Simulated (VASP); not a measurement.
# Cd (Im-3m) in VASP: a series of runs

The runs below take Cd through relaxation of cell and atoms, single point, with PBE, PBEsol.

All numbers are computed with VASP 6.6.1; they aren't measurements. Logs are shortened: lines on timing, memory, paths and dates and some standing lists are left out, and cuts for length are marked.

## 1. Starting point

It takes space group Im-3m (No. 229, cubic). The conventional cell has a = 3.569 Å, b = 3.569 Å, c = 3.569 Å, α = 90.00°, β = 90.00°, γ = 90.00°. Cd (site symmetry m-3m) has 8 Cd at 3.09 Å as nearest neighbours.

This isn't the form of Cd at room conditions, which is hcp.

## 2. Relaxation of cell and atoms, PBE

INCAR reads:

```
PREC = Accurate
ENCUT = 600
EDIFF = 1E-7
ISMEAR = -1
SIGMA = 0.05
LREAL = F
LASPH = T
NELM = 60
ALGO = Fast
ISIF = 3
LWAVE = F
LCHARG = F
GGA = PE
IBRION = 2
NSW = 40
EDIFFG = -0.02
```

KPOINTS reads:

```
regular mesh
0
Gamma
  7 7 7
```

POSCAR reads:

```
Cd
1.0
   -1.7843220000      1.7843220000      1.7843220000
    1.7843220000     -1.7843220000      1.7843220000
    1.7843220000      1.7843220000     -1.7843220000
Cd
1
Direct
    0.0000000000      0.0000000000      0.0000000000
```

Potentials or basis: VASP PAW PBE potentials, release 64 (Cd).

Command:

```
$ cat potpaw_PBE.64/Cd/POTCAR > POTCAR
$ mpirun -np 1 vasp_std > vasp.out
```

OUTCAR:

```text
PREC = Accurate
   ENCUT = 600
   EDIFF = 1E-7
   ISMEAR = -1
   LREAL = F
   LASPH = T
   NELM = 60
   ISIF = 3
   GGA = PE
   IBRION = 2
   NSW = 40
   EDIFFG = -0.02

 ion  position               nearest neighbor table
   1  0.000  0.000  0.000-

  LATTYP: Found a body centered cubic cell.
 ALAT       =     3.5686440000

  Lattice vectors:

 A1 = (  -1.7843220000,   1.7843220000,   1.7843220000)
 A2 = (   1.7843220000,  -1.7843220000,   1.7843220000)
 A3 = (   1.7843220000,   1.7843220000,  -1.7843220000)

Analysis of symmetry for initial positions (statically):
=====================================================================
 Subroutine PRICEL returns:
 Original cell was already a primitive cell.

 Routine SETGRP: Setting up the symmetry group for a
 body centered cubic supercell.

 Subroutine GETGRP returns: Found 48 space group operations
 (whereof 48 operations were pure point group operations)
 out of a pool of 48 trial point group operations.

The static configuration has the point symmetry O_h .

Analysis of symmetry for dynamics (positions and initial velocities):
=====================================================================
 Subroutine PRICEL returns:
 Original cell was already a primitive cell.

 Routine SETGRP: Setting up the symmetry group for a
 body centered cubic supercell.

 Subroutine GETGRP returns: Found 48 space group operations
 (whereof 48 operations were pure point group operations)
 out of a pool of 48 trial point group operations.

The dynamic configuration has the point symmetry O_h .

 Subroutine INISYM returns: Found 48 space group operations
 (whereof 48 operations are pure point group operations),
 and found     1 'primitive' translations

----------------------------------------------------------------------------------------

                                     Primitive cell

  volume of cell :      22.7237

  direct lattice vectors                    reciprocal lattice vectors
    -1.784322000  1.784322000  1.784322000     0.000000000  0.280218481  0.280218481
     1.784322000 -1.784322000  1.784322000     0.280218481  0.000000000  0.280218481
     1.784322000  1.784322000 -1.784322000     0.280218481  0.280218481  0.000000000

  length of vectors
     3.090536361  3.090536361  3.090536361     0.396288776  0.396288776  0.396288776

  position of ions in fractional coordinates (direct lattice)
     0.000000000  0.000000000  0.000000000

  ion indices of the primitive-cell ions
   primitive index   ion index
                 1           1

----------------------------------------------------------------------------------------

 KPOINTS: regular mesh

Automatic generation of k-mesh.
 Grid dimensions read from file:
 generate k-points for:    7    7    7

 Generating k-lattice:

  Cartesian coordinates                     Fractional coordinates (reciprocal lattice)
     0.000000000  0.040031212  0.040031212     0.142857143  0.000000000  0.000000000
     0.040031212  0.000000000  0.040031212     0.000000000  0.142857143  0.000000000
     0.040031212  0.040031212  0.000000000     0.000000000  0.000000000  0.142857143

  Length of vectors
     0.056612682  0.056612682  0.056612682

  Shift w.r.t. Gamma in fractional coordinates (k-lattice)
     0.000000000  0.000000000  0.000000000

 Subroutine IBZKPT returns following result:
 ===========================================

 Found     20 irreducible k-points:

 Following reciprocal coordinates:
            Coordinates               Weight
  0.000000  0.000000  0.000000      1.000000
  0.142857  0.000000  0.000000     12.000000
  0.285714  0.000000  0.000000     12.000000
  0.428571  0.000000  0.000000     12.000000
  0.142857  0.142857  0.000000     24.000000
  0.285714  0.142857  0.000000     48.000000
[... 12 lines left out ...]
 -0.428571 -0.428571  0.285714      8.000000
 -0.428571  0.428571  0.428571      6.000000
   k-points           NKPTS =     20   k-points in BZ     NKDIM =     20   number of bands    NBANDS=     10
   number of dos      NEDOS =    301   number of ions     NIONS =      1
   total plane-waves  NPLWV =  21952
   dimension x,y,z NGX =    28 NGY =   28 NGZ =   28
   dimension x,y,z NGXF=    56 NGYF=   56 NGZF=   56
   ions per type =               1
   NGX,Y,Z   is equivalent  to a cutoff of  15.06, 15.06, 15.06 a.u.
   NGXF,Y,Z  is equivalent  to a cutoff of  30.12, 30.12, 30.12 a.u.
 SYSTEM =  unknown system
   PREC   = accura    normal or accurate (medium, high low for compatibility)
   ISTART =      0    job   : 0-new  1-cont  2-samecut
   ICHARG =      2    charge: 1-file 2-atom 10-const
   ISPIN  =      1    spin polarized calculation?
   LNONCOLLINEAR =      F non collinear calculations
   LSORBIT =      F    spin-orbit coupling
   LASPH  =      T    aspherical Exc in radial PAW
   ENCUT  =  600.0 eV  44.10 Ry    6.64 a.u.   6.17  6.17  6.17*2*pi/ulx,y,z
   NELM   =     60;   NELMIN=  2; NELMDL= -5     # of ELM steps
   EDIFF  = 0.1E-06   stopping-criterion for ELM
   LREAL  =      F    real-space projection
   EDIFFG = -.2E-01   stopping-criterion for IOM
   NSW    =     40    number of steps for IOM
   IBRION =      2    ionic relax: 0-MD 1-quasi-New 2-CG
   NFREE  =      1    steps in history (QN), initial steepest desc. (CG)
   ISIF   =      3    stress and relaxation
   ISYM   =      2    0-nonsym 1-usesym 2-fastsym
   POTIM  = 0.5000    time-step for ionic-motion
   TEBEG  =    0.0;   TEEND  =   0.0 temperature during run
   PSTRESS=    0.0 pullay stress
   NELECT =      12.0000    total number of electrons
   NUPDOWN=      -1.0000    fix difference up-down
   EMIN   =  10.00;   EMAX   =-10.00  energy-range for DOS
   EFERMI =   0.00;   METHOD = LEGACY
   ISMEAR =    -1;   SIGMA  =   0.05  broadening in eV -4-tet -1-fermi 0-gaus
   EFERMI_NEDOS =   21; number of points for ismear=-14 and -15
   IALGO  =     68    algorithm
   IMIX   =      4    mixing-type and parameters
     AMIX     =   0.40;   BMIX     =  1.00
     AMIX_MAG =   1.60;   BMIX_MAG =  1.00
  volume/ion in A,a.u.               =      22.72       153.35
  Fermi-wavevector in a.u.,A,eV,Ry     =   1.323250  2.500581 23.823686  1.750992
  Thomas-Fermi vector in A             =   2.452872
   LORBIT       =      0    0 simple, 1 ext, 2 COOP (PROOUT), +10 PAW based schemes
   GGA     = PE    functional components
   LHFCALC =     F    Hartree Fock is set to
   AEXX    =    0.0000 exact exchange contribution
   IVDW    =     0    specifies the selected vdW correction
   LEPSILON=     F    determine dielectric tensor
   LRPA    =     F    only Hartree local field effects (RPA)
 conjugate gradient relaxation of ions
 non-spin polarized calculation
 RMM-DIIS sequential band-by-band and
  energy-cutoff  :      600.00
  volume of cell :       22.72
 maximum number of plane-waves:       770
 NGX is ok and might be reduce to    28
   NGX = 13   NGY = 13   NGZ = 13

--------------------------------------- Ionic step        1  -------------------------------------------

 number of electron      11.9999997 magnetization

 Free energy of the ion-electron system (eV)
  ---------------------------------------------------
  ext. energy  EPLUGINS =         0.00000000
  ---------------------------------------------------
  free energy    TOTEN  =        -0.70449605 eV

  energy without entropy =       -0.69526619  energy(sigma->0) =       -0.69988112

------------------------ aborting loop because EDIFF is reached ----------------------------------------

  FORCE on cell =-STRESS in cart. coord.  units (eV):
  Direction    XX          YY          ZZ          XY          YZ          ZX
  --------------------------------------------------------------------------------------
  -------------------------------------------------------------------------------------
  Total        0.1282348      0.1282348      0.1282348     -0.0000000     -0.0000000      0.0000000
  in kB        9.0414237      9.0414237      9.0414237     -0.0000000     -0.0000000      0.0000000
  external PRESSURE =       9.0414237 kB  Pullay stress =       0.0000000 kB

 VOLUME and BASIS-vectors are now :
 -----------------------------------------------------------------------------
  energy-cutoff  :      600.00
  volume of cell :       22.72
      direct lattice vectors                 reciprocal lattice vectors
    -1.784322000  1.784322000  1.784322000     0.000000000  0.280218481  0.280218481
     1.784322000 -1.784322000  1.784322000     0.280218481  0.000000000  0.280218481
     1.784322000  1.784322000 -1.784322000     0.280218481  0.280218481  0.000000000

 POSITION                                       TOTAL-FORCE (eV/Angst)
 -----------------------------------------------------------------------------------
      0.00000      0.00000      0.00000        -0.000000      0.000000     -0.000000
 -----------------------------------------------------------------------------------
    total drift:                               -0.000000     -0.000000     -0.000000

  FREE ENERGIE OF THE ION-ELECTRON SYSTEM (eV)
  ---------------------------------------------------
  free  energy   TOTEN  =        -0.7044960523 eV

  energy  without entropy=       -0.6952661926  energy(sigma->0) =       -0.69988112
[... 15 lines left out ...]
 VOLUME and BASIS-vectors are now :
 -----------------------------------------------------------------------------
  energy-cutoff  :      600.00
  volume of cell :       23.15
      direct lattice vectors                 reciprocal lattice vectors
    -1.795360507  1.795360507  1.795360507     0.000000000  0.278495599  0.278495599
     1.795360507 -1.795360507  1.795360507     0.278495599  0.000000000  0.278495599
     1.795360507  1.795360507 -1.795360507     0.278495599  0.278495599  0.000000000

 POSITION                                       TOTAL-FORCE (eV/Angst)
 -----------------------------------------------------------------------------------
      1.79536      1.79536      1.79536         0.000000      0.000000     -0.000000
 -----------------------------------------------------------------------------------
    total drift:                                0.000000      0.000000      0.000000

  FREE ENERGIE OF THE ION-ELECTRON SYSTEM (eV)
  ---------------------------------------------------
  free  energy   TOTEN  =        -0.7062835396 eV

  energy  without entropy=       -0.6966429213  energy(sigma->0) =       -0.70146323

--------------------------------------- Ionic step        3  -------------------------------------------

 number of electron      12.0000002 magnetization

 Free energy of the ion-electron system (eV)
  ---------------------------------------------------
  ext. energy  EPLUGINS =         0.00000000
  ---------------------------------------------------
  free energy    TOTEN  =        -0.70702145 eV

  energy without entropy =       -0.69825830  energy(sigma->0) =       -0.70263988

 E-fermi :   2.3269     XC(G=0): -10.5674

 val. band max:        2.2994800014   @ k =  -0.4286  -0.4286   0.1429
 cond. band min:       2.3735087830   @ k =  -0.4286  -0.4286   0.1429
 fundamental gap:      0.0740287816
 Fermi energy:         2.3269468586

 k-point     1 :       0.0000    0.0000    0.0000
  band No.  band energies     occupation
      1      -6.7128      2.00000
      2      -6.7128      2.00000
      3      -6.7128      2.00000
      4      -6.1601      2.00000
      5      -6.1601      2.00000
      6      -5.9207      2.00000
      7      17.5051      0.00000
      8      17.5052      0.00000
      9      17.5054      0.00000
     10      17.6496      0.00000

 k-point     2 :       0.1429    0.0000    0.0000
  band No.  band energies     occupation
      1      -6.7655      2.00000
      2      -6.7143      2.00000
      3      -6.5523      2.00000
      4      -6.2130      2.00000
      5      -6.1579      2.00000
      6      -5.3734      2.00000
      7      13.0193      0.00000
      8      15.5111      0.00000
      9      15.5296      0.00000
     10      16.7997      0.00000

 k-point     3 :       0.2857    0.0000    0.0000
  band No.  band energies     occupation
      1      -6.8824      2.00000
      2      -6.8522      2.00000
      3      -6.2374      2.00000
      4      -6.1701      2.00000
      5      -6.1504      2.00000
      6      -3.6811      2.00000
      7       7.6322      0.00000
      8      12.9572      0.00000
      9      13.3794      0.00000
     10      15.9346      0.00000
[... 232 lines left out ...]
 VOLUME and BASIS-vectors are now :
 -----------------------------------------------------------------------------
  energy-cutoff  :      600.00
  volume of cell :       23.64
      direct lattice vectors                 reciprocal lattice vectors
    -1.808104049  1.808104049  1.808104049     0.000000000  0.276532758  0.276532758
     1.808104049 -1.808104049  1.808104049     0.276532758  0.000000000  0.276532758
     1.808104049  1.808104049 -1.808104049     0.276532758  0.276532758  0.000000000

 POSITION                                       TOTAL-FORCE (eV/Angst)
 -----------------------------------------------------------------------------------
      0.00000      0.00000      0.00000         0.000000      0.000000      0.000000
 -----------------------------------------------------------------------------------
    total drift:                               -0.000000     -0.000000     -0.000000

  FREE ENERGIE OF THE ION-ELECTRON SYSTEM (eV)
  ---------------------------------------------------
  free  energy   TOTEN  =        -0.7070214540 eV

  energy  without entropy=       -0.6982582969  energy(sigma->0) =       -0.70263988

 reached required accuracy - stopping structural energy minimisation
```

Wall time 14 s (1 thread of Intel Xeon 6975P-C (Granite Rapids), shared host); peak memory 0.15 GiB.

Results:

- Free energy: -0.7070 eV
- Relaxed volume: 23.64 Å³/atom
- Relaxed cell: a = 3.132 Å, b = 3.132 Å, c = 3.132 Å, α = 109.47°, β = 109.47°, γ = 109.47°
- Space group after relaxing (to 0.05 Å): Im-3m (No. 229)
- Energy gained by relaxing: 2.5 meV/atom
- Ionic steps: 3
- Pressure after relaxing: 0.0 GPa
- Band gap on the k mesh: none (metal or under the smearing width)

Step by step:
| step | energy change (eV) | largest force (eV/Å) | pressure (GPa) | volume (Å³) |
| --- | --- | --- | --- | --- |
| 1 | 0.0000 | 0.0000 | 0.90 | 22.72 |
| 2 | -0.0018 | 0.0000 | 0.48 | 23.15 |
| 3 | -0.0025 | 0.0000 | 0.03 | 23.64 |

Final structure:
```cif
data_structure
_symmetry_space_group_name_H-M 'P 1'
_symmetry_Int_Tables_number 1
_cell_length_a 3.1317
_cell_length_b 3.1317
_cell_length_c 3.1317
_cell_angle_alpha 109.471
_cell_angle_beta 109.471
_cell_angle_gamma 109.471
_cell_volume 23.64
loop_
_atom_site_label
_atom_site_type_symbol
_atom_site_fract_x
_atom_site_fract_y
_atom_site_fract_z
_atom_site_occupancy
Cd1 Cd 0.00000 0.00000 0.00000 1
```

## 3. Relaxation of cell and atoms, PBE, spin-orbit coupling, no magnetisation

INCAR, as its differences from that of step 2:

```diff
@@ -12,2 +12,6 @@
 LCHARG = F
+MAGMOM = 0 0 0
+LORBIT = 11
+LSORBIT = T
+GGA_COMPAT = F
 GGA = PE
```

KPOINTS is that of step 2.

POSCAR is that of step 2.

Potentials or basis: VASP PAW PBE potentials, release 64 (Cd).

Command:

```
$ cat potpaw_PBE.64/Cd/POTCAR > POTCAR
$ mpirun -np 1 vasp_ncl > vasp.out
```

Run time: 70 s. Hardware: 1 thread of Intel Xeon 6975P-C (Granite Rapids), shared host; peak memory 0.23 GiB.

Results (log left out):

```
Free energy                                           : -0.7355 eV
Relaxed volume                                        : 23.52 Å³/atom
Relaxed cell                                          : a = 3.126 Å, b = 3.126 Å, c = 3.126 Å, α = 109.47°, β = 109.47°, γ = 109.47°
Space group after relaxing (to 0.05 Å)                : Im-3m (No. 229)
Energy gained by relaxing                             : 1.8 meV/atom
Ionic steps                                           : 3
Pressure after relaxing                               : 0.0 GPa
Valence electrons inside the program's atomic spheres : Cd 10.29
```

The path:
| step | energy change (eV) | largest force (eV/Å) | pressure (GPa) | volume (Å³) |
| --- | --- | --- | --- | --- |
| 1 | 0.0000 | 0.0000 | 0.78 | 22.72 |
| 2 | -0.0013 | 0.0000 | 0.37 | 23.09 |
| 3 | -0.0018 | 0.0000 | -0.03 | 23.52 |

Final structure:
```cif
data_structure
_symmetry_space_group_name_H-M 'P 1'
_symmetry_Int_Tables_number 1
_cell_length_a 3.1262
_cell_length_b 3.1262
_cell_length_c 3.1262
_cell_angle_alpha 109.471
_cell_angle_beta 109.471
_cell_angle_gamma 109.471
_cell_volume 23.52
loop_
_atom_site_label
_atom_site_type_symbol
_atom_site_fract_x
_atom_site_fract_y
_atom_site_fract_z
_atom_site_occupancy
Cd1 Cd 0.00000 0.00000 0.00000 1
```

[end of part 1 of 2]
